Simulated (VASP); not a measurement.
# GaSb (F-43m) in VASP: settings compared

Aim: see how the results for GaSb move with the level of theory and the settings. Levels: SVWN5, LDA, RPBE, revPBE+D3(BJ). Tasks: single point.

Program: VASP 6.6.1. These are calculated values, not measurements. Logs are shortened: lines on timing, memory, paths and dates and some standing lists are left out, and cuts for length are marked.

**Experimental background.**

From a printed reference work, data compilation, for a bulk crystal of GaSb at 4.2 K: band gap 0.811 eV (direct).

How close the calculation comes is told below.

**1. The cell of the first run**

Symmetry: F-43m, No. 216, cubic system. The conventional cell has a = 6.048 Å, b = 6.048 Å, c = 6.048 Å, α = 90.00°, β = 90.00°, γ = 90.00°. Within 3.5 Å of Sb (site symmetry -43m) lie 4 Ga at 2.62 Å. Ga (site symmetry -43m) has 4 Sb at 2.62 Å within 3.5 Å.

**2. Single point, SVWN5**

Input file INCAR:

```
PREC     = Accurate       # precision mode
ENCUT    = 520            # plane-wave cutoff, eV
EDIFF    = 1E-6           # SCF threshold, eV
ISMEAR   = -1             # smearing method
SIGMA    = 0.05           # smearing width, eV
LREAL    = False          # projectors in reciprocal space
LASPH    = True           # aspherical terms in the spheres
NELM     = 60             # most SCF steps
ALGO     = Normal         # electronic algorithm
ISIF     = 2              # what is computed and relaxed
LWAVE    = False          # write WAVECAR
LCHARG   = False          # write CHGCAR
GGA      = VW             # functional
NBANDS   = 16             # bands
```

Input file KPOINTS:

```
regular mesh
0
Gamma
  8 8 8
```

Input file POSCAR:

```
GaSb
1.0
    0.0000000000      3.0242455298      3.0242455298
    3.0242455298      0.0000000000      3.0242455298
    3.0242455298      3.0242455298      0.0000000000
Sb Ga
1 1
Direct
    0.7500000000      0.7500000000      0.7500000000
    0.0000000000      0.0000000000      0.0000000000
```

Potentials or basis: VASP PAW PBE potentials, release 64 (Sb, Ga_d).

On the command line:

```sh
> cat potpaw_PBE.64/Sb/POTCAR potpaw_PBE.64/Ga_d/POTCAR > POTCAR
> mpirun -np 1 vasp_std > vasp.out
```

OUTCAR:

```text
PREC = Accurate
   ENCUT = 520
   EDIFF = 1E-6
   ISMEAR = -1
   LREAL = False
   LASPH = True
   NELM = 60
   ISIF = 2
   GGA = VW

 ion  position               nearest neighbor table
   1  0.750  0.750  0.750-   2 2.62   2 2.62   2 2.62   2 2.62
   2  0.000  0.000  0.000-   1 2.62   1 2.62   1 2.62   1 2.62

  LATTYP: Found a face centered cubic cell.
 ALAT       =     6.0484910596

  Lattice vectors:

 A1 = (   0.0000000000,   3.0242455298,   3.0242455298)
 A2 = (   3.0242455298,   0.0000000000,   3.0242455298)
 A3 = (   3.0242455298,   3.0242455298,   0.0000000000)

Analysis of symmetry for initial positions (statically):
=====================================================================
 Subroutine PRICEL returns:
 Original cell was already a primitive cell.

 Routine SETGRP: Setting up the symmetry group for a
 face centered cubic supercell.

 Subroutine GETGRP returns: Found 24 space group operations
 (whereof 24 operations were pure point group operations)
 out of a pool of 48 trial point group operations.

The static configuration has the point symmetry T_d .

Analysis of symmetry for dynamics (positions and initial velocities):
=====================================================================
 Subroutine PRICEL returns:
 Original cell was already a primitive cell.

 Routine SETGRP: Setting up the symmetry group for a
 face centered cubic supercell.

 Subroutine GETGRP returns: Found 24 space group operations
 (whereof 24 operations were pure point group operations)
 out of a pool of 48 trial point group operations.

The dynamic configuration has the point symmetry T_d .

 Subroutine INISYM returns: Found 24 space group operations
 (whereof 24 operations are pure point group operations),
 and found     1 'primitive' translations

----------------------------------------------------------------------------------------

                                     Primitive cell

  volume of cell :      55.3199

  direct lattice vectors                    reciprocal lattice vectors
     0.000000000  3.024245530  3.024245530    -0.165330492  0.165330492  0.165330492
     3.024245530  0.000000000  3.024245530     0.165330492 -0.165330492  0.165330492
     3.024245530  3.024245530  0.000000000     0.165330492  0.165330492 -0.165330492

  length of vectors
     4.276929044  4.276929044  4.276929044     0.286360811  0.286360811  0.286360811

  position of ions in fractional coordinates (direct lattice)
     0.750000000  0.750000000  0.750000000
     0.000000000  0.000000000  0.000000000

  ion indices of the primitive-cell ions
   primitive index   ion index
                 1           1
                 2           2

----------------------------------------------------------------------------------------

 KPOINTS: regular mesh

Automatic generation of k-mesh.
 Grid dimensions read from file:
 generate k-points for:    8    8    8

 Generating k-lattice:

  Cartesian coordinates                     Fractional coordinates (reciprocal lattice)
    -0.020666311  0.020666311  0.020666311     0.125000000  0.000000000  0.000000000
     0.020666311 -0.020666311  0.020666311     0.000000000  0.125000000  0.000000000
     0.020666311  0.020666311 -0.020666311     0.000000000  0.000000000  0.125000000

  Length of vectors
     0.035795101  0.035795101  0.035795101

  Shift w.r.t. Gamma in fractional coordinates (k-lattice)
     0.000000000  0.000000000  0.000000000

 Subroutine IBZKPT returns following result:
 ===========================================

 Found     29 irreducible k-points:

 Following reciprocal coordinates:
            Coordinates               Weight
  0.000000  0.000000  0.000000      1.000000
  0.125000  0.000000  0.000000      8.000000
  0.250000  0.000000  0.000000      8.000000
  0.375000  0.000000  0.000000      8.000000
  0.500000  0.000000  0.000000      4.000000
  0.125000  0.125000  0.000000      6.000000
[... 16 lines left out ...]
  0.500000  0.250000  0.125000     48.000000
 -0.375000  0.250000  0.125000     24.000000
 [... further k-points ...]
   k-points           NKPTS =     29   k-points in BZ     NKDIM =     29   number of bands    NBANDS=     16
   number of dos      NEDOS =    301   number of ions     NIONS =      2
   total plane-waves  NPLWV =  32768
   dimension x,y,z NGX =    32 NGY =   32 NGZ =   32
   dimension x,y,z NGXF=    64 NGYF=   64 NGZF=   64
   ions per type =               1   1
   NGX,Y,Z   is equivalent  to a cutoff of  12.44, 12.44, 12.44 a.u.
   NGXF,Y,Z  is equivalent  to a cutoff of  24.88, 24.88, 24.88 a.u.
 SYSTEM =  unknown system
   PREC   = accura    normal or accurate (medium, high low for compatibility)
   ISTART =      0    job   : 0-new  1-cont  2-samecut
   ICHARG =      2    charge: 1-file 2-atom 10-const
   ISPIN  =      1    spin polarized calculation?
   LNONCOLLINEAR =      F non collinear calculations
   LSORBIT =      F    spin-orbit coupling
   LASPH  =      T    aspherical Exc in radial PAW
   ENCUT  =  520.0 eV  38.22 Ry    6.18 a.u.   7.95  7.95  7.95*2*pi/ulx,y,z
   NELM   =     60;   NELMIN=  2; NELMDL= -5     # of ELM steps
   EDIFF  = 0.1E-05   stopping-criterion for ELM
   LREAL  =      F    real-space projection
   EDIFFG = 0.1E-04   stopping-criterion for IOM
   NSW    =      0    number of steps for IOM
   IBRION =     -1    ionic relax: 0-MD 1-quasi-New 2-CG
   NFREE  =      0    steps in history (QN), initial steepest desc. (CG)
   ISIF   =      2    stress and relaxation
   ISYM   =      2    0-nonsym 1-usesym 2-fastsym
   POTIM  = 0.5000    time-step for ionic-motion
   TEBEG  =    0.0;   TEEND  =   0.0 temperature during run
   PSTRESS=    0.0 pullay stress
   NELECT =      18.0000    total number of electrons
   NUPDOWN=      -1.0000    fix difference up-down
   EMIN   =  10.00;   EMAX   =-10.00  energy-range for DOS
   EFERMI =   0.00;   METHOD = LEGACY
   ISMEAR =    -1;   SIGMA  =   0.05  broadening in eV -4-tet -1-fermi 0-gaus
   EFERMI_NEDOS =   21; number of points for ismear=-14 and -15
   IALGO  =     38    algorithm
   IMIX   =      4    mixing-type and parameters
     AMIX     =   0.40;   BMIX     =  1.00
     AMIX_MAG =   1.60;   BMIX_MAG =  1.00
  volume/ion in A,a.u.               =      27.66       186.66
  Fermi-wavevector in a.u.,A,eV,Ry     =   1.126001  2.127833 17.250518  1.267877
  Thomas-Fermi vector in A             =   2.262680
   LORBIT       =      0    0 simple, 1 ext, 2 COOP (PROOUT), +10 PAW based schemes
   GGA     = VW    functional components
   LHFCALC =     F    Hartree Fock is set to
   AEXX    =    0.0000 exact exchange contribution
   IVDW    =     0    specifies the selected vdW correction
   LEPSILON=     F    determine dielectric tensor
   LRPA    =     F    only Hartree local field effects (RPA)
 non-spin polarized calculation
  energy-cutoff  :      520.00
  volume of cell :       55.32
 maximum number of plane-waves:      1524
   NGX = 15   NGY = 15   NGZ = 15

 number of electron      17.9999989 magnetization

 Free energy of the ion-electron system (eV)
  ---------------------------------------------------
  ext. energy  EPLUGINS =         0.00000000
  ---------------------------------------------------
  free energy    TOTEN  =        -8.60668220 eV

  energy without entropy =       -8.60622486  energy(sigma->0) =       -8.60645353

 E-fermi :   4.9922     XC(G=0):  -9.5334

 val. band max:        4.9114812218   @ k =   0.0000   0.0000   0.0000
 cond. band min:       4.9930451219   @ k =   0.0000   0.0000   0.0000
 fundamental gap:      0.0815639001
 Fermi energy:         4.9922006410

 k-point     1 :       0.0000    0.0000    0.0000
  band No.  band energies     occupation
      1     -10.2162      2.00000
      2     -10.2162      2.00000
      3     -10.2162      2.00000
      4     -10.1608      2.00000
      5     -10.1608      2.00000
      6      -6.8718      2.00000
[... 8 lines left out ...]
     15      13.6674      0.00000
     16      13.6674      0.00000

 k-point     2 :       0.1250    0.0000    0.0000
  band No.  band energies     occupation
      1     -10.2212      2.00000
      2     -10.2142      2.00000
      3     -10.2142      2.00000
      4     -10.1611      2.00000
      5     -10.1611      2.00000
      6      -6.7050      2.00000
[... 8 lines left out ...]
     15      12.7731      0.00000
     16      12.7731      0.00000

 k-point     3 :       0.2500    0.0000    0.0000
  band No.  band energies     occupation
      1     -10.2330      2.00000
      2     -10.2095      2.00000
      3     -10.2095      2.00000
      4     -10.1613      2.00000
      5     -10.1613      2.00000
      6      -6.2292      2.00000
[... 8 lines left out ...]
     15      12.5500      0.00000
     16      12.5500      0.00000

 k-point     4 :       0.3750    0.0000    0.0000
  band No.  band energies     occupation
      1     -10.2444      2.00000
      2     -10.2055      2.00000
      3     -10.2055      2.00000
      4     -10.1610      2.00000
      5     -10.1609      2.00000
      6      -5.5646      2.00000
[... 8 lines left out ...]
     15      13.5402      0.00000
     16      13.5402      0.00000

 k-point     5 :       0.5000    0.0000    0.0000
  band No.  band energies     occupation
      1     -10.2491      2.00000
      2     -10.2041      2.00000
      3     -10.2041      2.00000
      4     -10.1606      2.00000
      5     -10.1606      2.00000
      6      -5.1623      2.00000
[... 8 lines left out ...]
     15      14.9142      0.00000
     16      14.9142      0.00000

 k-point     6 :       0.1250    0.1250    0.0000
  band No.  band energies     occupation
      1     -10.2250      2.00000
      2     -10.2122      2.00000
      3     -10.2122      2.00000
      4     -10.1624      2.00000
      5     -10.1602      2.00000
      6      -6.6488      2.00000
[... 8 lines left out ...]
     15      11.7635      0.00000
     16      13.8704      0.00000
[... 267 lines left out ...]
 k-point    21 :       0.5000    0.5000    0.0000
  band No.  band energies     occupation
      1     -10.2684      2.00000
      2     -10.1881      2.00000
      3     -10.1881      2.00000
      4     -10.1749      2.00000
      5     -10.1563      2.00000
      6      -4.2856      2.00000
[... 8 lines left out ...]
     15      15.8555      0.00000
     16      16.3731      0.00000

 k-point    22 :       0.3750    0.2500    0.1250
  band No.  band energies     occupation
      1     -10.2442      2.00000
      2     -10.2041      2.00000
      3     -10.2026      2.00000
      4     -10.1655      2.00000
      5     -10.1594      2.00000
      6      -5.8139      2.00000
[... 8 lines left out ...]
     15      13.9656      0.00000
     16      14.3034      0.00000

 k-point    23 :       0.5000    0.2500    0.1250
  band No.  band energies     occupation
      1     -10.2518      2.00000
      2     -10.2014      2.00000
      3     -10.1987      2.00000
      4     -10.1654      2.00000
      5     -10.1599      2.00000
      6      -5.1758      2.00000
[... 8 lines left out ...]
     15      13.7111      0.00000
     16      15.1331      0.00000

 k-point    24 :      -0.3750    0.2500    0.1250
  band No.  band energies     occupation
      1     -10.2547      2.00000
      2     -10.2007      2.00000
      3     -10.1972      2.00000
      4     -10.1644      2.00000
      5     -10.1607      2.00000
      6      -4.7908      2.00000
[... 8 lines left out ...]
     15      14.5664      0.00000
     16      15.1852      0.00000

 [... further k-points ...]
[... 5 lines left out ...]
  --------------------------------------------------------------------------------------
  -------------------------------------------------------------------------------------
  Total        0.0357599      0.0357599      0.0357599     -0.0000000      0.0000000     -0.0000000
  in kB        1.0356807      1.0356807      1.0356807     -0.0000000      0.0000000     -0.0000000
  external PRESSURE =       1.0356807 kB  Pullay stress =       0.0000000 kB

 VOLUME and BASIS-vectors are now :
 -----------------------------------------------------------------------------
  energy-cutoff  :      520.00
  volume of cell :       55.32
      direct lattice vectors                 reciprocal lattice vectors
     0.000000000  3.024245530  3.024245530    -0.165330492  0.165330492  0.165330492
     3.024245530  0.000000000  3.024245530     0.165330492 -0.165330492  0.165330492
     3.024245530  3.024245530  0.000000000     0.165330492  0.165330492 -0.165330492

 POSITION                                       TOTAL-FORCE (eV/Angst)
 -----------------------------------------------------------------------------------
      4.53637      4.53637      4.53637        -0.000000     -0.000000     -0.000000
      0.00000      0.00000      0.00000         0.000000      0.000000      0.000000
 -----------------------------------------------------------------------------------
    total drift:                               -0.000000     -0.000000     -0.000001

  FREE ENERGIE OF THE ION-ELECTRON SYSTEM (eV)
  ---------------------------------------------------
  free  energy   TOTEN  =        -8.6066821977 eV

  energy  without entropy=       -8.6062248567  energy(sigma->0) =       -8.60645353
```

Wall time 8 s (1 thread of Intel Xeon Platinum 8559C (Emerald Rapids), shared host); peak memory 0.17 GiB.

What came out:

```yaml
Free_energy: -8.6067 eV
Pressure: 0.1 GPa
```

Levels at points of the mesh, in eV from the Fermi level:
| k point | band 6 | band 7 | band 8 | band 9 | band 10 | band 11 | band 12 | band 13 |
| --- | --- | --- | --- | --- | --- | --- | --- | --- |
| (0.00, 0.00, 0.00) | -11.86 | -0.08 | -0.08 | -0.08 | 0.00 | 2.67 | 2.67 | 2.67 |
| (0.50, 0.00, 0.00) | -10.15 | -6.67 | -1.29 | -1.29 | 0.27 | 3.65 | 3.65 | 6.22 |
| (0.50, 0.50, 0.00) | -9.28 | -7.11 | -2.78 | -2.78 | 0.71 | 1.02 | 8.75 | 8.75 |

Caveat: the PAW data sets were made with another functional, which shifts forces and pressure a little; spin-orbit coupling is left out, which moves the levels of the heavy elements.

(Part 1 of 2 ends here.)
